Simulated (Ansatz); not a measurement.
Eigenvalues along a path: Y (sc type)

```
Y
1.0
     3.17719    0.00000    0.00000
     0.00000    3.17719    0.00000
     0.00000    0.00000    3.17719
Y
1
Direct
  0.00000 0.00000 0.00000
```

The cell comes from a relaxation on PAW files under the same functional, begun from a prototype that needn't be the stable phase.

All numbers are PBE results (scalar-relativistic) from Ansatz 0.2.0, with a Γ-centred 12×12×12 k mesh, Fermi–Dirac smearing of 0.08 eV, no spin polarisation. Methods: LAPW: all electrons, basis error target 1 meV/atom.

This run: volume at 0.92 of the series' base cell.

Path points, in fractions of the reciprocal vectors: Γ (0.000, 0.000, 0.000), X (0.000, 0.500, 0.000), M (0.500, 0.500, 0.000), R (0.500, 0.500, 0.500). The distance column jumps between branches of the path. Levels in eV from the Fermi level; bands 10 to 16, counted from the lowest band of the run. The gap is zero, the pressure 2.36 GPa.

```
# k(1/Å) point b10 b11 b12 b13 b14 b15 b16
0.000 Γ -22.41 -22.41 -22.41 -4.55 -0.72 -0.72 5.64
0.124 - -22.45 -22.41 -22.41 -4.47 -0.69 -0.64 5.47
0.247 - -22.55 -22.40 -22.40 -4.23 -0.62 -0.42 5.04
0.371 - -22.70 -22.39 -22.39 -3.86 -0.50 -0.10 4.51
0.494 - -22.88 -22.37 -22.37 -3.40 -0.36 0.23 3.98
0.618 - -23.04 -22.36 -22.36 -2.89 -0.21 0.44 3.53
0.742 - -23.18 -22.35 -22.35 -2.37 -0.08 0.42 3.19
0.865 - -23.27 -22.34 -22.34 -1.92 0.02 0.23 2.98
0.989 X -23.31 -22.33 -22.33 -1.72 0.05 0.11 2.91
1.112 - -23.30 -22.37 -22.33 -1.62 0.00 0.13 2.93
1.236 - -23.29 -22.46 -22.32 -1.35 -0.30 0.36 2.99
1.360 - -23.27 -22.61 -22.31 -0.98 -0.70 0.80 3.08
1.483 - -23.24 -22.77 -22.29 -1.13 -0.61 1.44 3.19
1.607 - -23.22 -22.93 -22.28 -1.52 -0.28 2.24 3.31
1.730 - -23.19 -23.06 -22.27 -1.82 -0.02 3.05 3.41
1.854 - -23.18 -23.15 -22.26 -2.01 0.16 3.49 3.58
1.978 M -23.18 -23.18 -22.26 -2.08 0.22 3.51 3.51
2.152 - -23.15 -23.15 -22.26 -1.95 0.10 3.53 3.58
2.327 - -23.08 -23.07 -22.28 -1.68 -0.18 2.91 3.05
2.502 - -22.98 -22.95 -22.30 -1.75 -0.21 2.03 2.50
2.677 - -22.84 -22.81 -22.33 -2.41 0.00 1.16 2.47
2.852 - -22.69 -22.66 -22.37 -3.21 -0.14 0.39 3.25
3.026 - -22.55 -22.53 -22.39 -3.91 -0.43 -0.21 4.36
3.201 - -22.45 -22.45 -22.41 -4.38 -0.64 -0.59 5.29
3.376 Γ -22.41 -22.41 -22.41 -4.55 -0.72 -0.72 5.64
3.590 - -22.45 -22.44 -22.44 -4.30 -0.56 -0.56 5.20
3.804 - -22.54 -22.52 -22.52 -3.60 -0.12 -0.12 4.21
4.018 - -22.67 -22.63 -22.63 -2.60 0.56 0.56 3.33
4.232 - -22.80 -22.76 -22.76 -1.65 1.12 1.12 2.76
4.446 - -22.91 -22.88 -22.88 -1.13 0.67 0.67 3.38
4.660 - -22.99 -22.97 -22.97 -0.94 -0.05 -0.05 4.71
4.875 - -23.04 -23.04 -23.04 -0.79 -0.54 -0.54 6.11
5.089 R -23.06 -23.06 -23.06 -0.71 -0.71 -0.71 5.61
5.263 - -23.07 -23.03 -23.03 -0.79 -0.62 -0.56 5.95
5.438 - -23.09 -22.97 -22.96 -0.94 -0.35 -0.11 4.79
5.613 - -23.13 -22.86 -22.84 -1.04 0.08 0.47 3.44
5.788 - -23.18 -22.73 -22.71 -1.01 0.62 0.67 2.28
5.963 - -23.23 -22.59 -22.57 -0.82 -0.10 1.33 1.36
6.137 - -23.27 -22.46 -22.45 -0.94 -0.48 0.63 2.08
6.312 - -23.30 -22.37 -22.36 -1.52 -0.09 0.20 2.67
6.487 X -23.31 -22.33 -22.33 -1.72 0.05 0.11 2.91
7.885 R -23.06 -23.06 -23.06 -0.71 -0.71 -0.71 5.61
8.009 - -23.06 -23.06 -23.03 -0.79 -0.63 -0.63 5.78
8.133 - -23.08 -23.08 -22.95 -0.98 -0.39 -0.39 5.11
8.256 - -23.09 -23.09 -22.82 -1.24 0.00 0.00 3.77
8.380 - -23.12 -23.12 -22.67 -1.51 0.53 0.53 2.57
8.503 - -23.14 -23.14 -22.51 -1.74 1.19 1.19 1.58
8.627 - -23.16 -23.16 -22.38 -1.93 0.84 1.95 1.95
8.751 - -23.17 -23.17 -22.29 -2.04 0.38 2.79 2.79
8.874 M -23.18 -23.18 -22.26 -2.08 0.22 3.51 3.51
```
